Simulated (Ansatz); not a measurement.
## One geometry of Ta2Si, one setting changed: spin–orbit coupling

Method: DFT r2SCAN, plane waves, PAW (Ansatz 0.2.0). The atoms stay where they are, in a cell that isn't relaxed at these levels; pressure is positive in compression. “Off” is scalar-relativistic.

```cif
data_structure
_symmetry_space_group_name_H-M 'P 1'
_symmetry_Int_Tables_number 1
_cell_length_a 5.0435
_cell_length_b 5.0435
_cell_length_c 5.0435
_cell_angle_alpha 104.499
_cell_angle_beta 104.499
_cell_angle_gamma 119.951
_cell_volume 96.24
loop_
_atom_site_label
_atom_site_type_symbol
_atom_site_fract_x
_atom_site_fract_y
_atom_site_fract_z
_atom_site_occupancy
Ta1 Ta 0.66359 0.83641 0.50000 1
Ta2 Ta 0.83641 0.33641 0.17281 1
Ta3 Ta 0.33641 0.16359 0.50000 1
Ta4 Ta 0.16359 0.66359 0.82719 1
Si1 Si 0.25000 0.25000 0.00000 1
Si2 Si 0.75000 0.75000 0.00000 1
```

```json
{
 "plane-wave cutoff": "500 eV",
 "Γ-centred k-mesh": "10×10×10",
 "occupation rule": "Gaussian smearing, 0.1 eV"
}
```

```tsv
spin–orbit coupling	gap on mesh (eV)	P (GPa)	largest force (eV/Å)
off	metal	-0.5	0.000
```

**Question.** What do the runs give for on?

**Answer.** They give:

```tsv
spin–orbit coupling	gap on mesh (eV)	P (GPa)	largest force (eV/Å)
on	metal	-0.6	0.030
```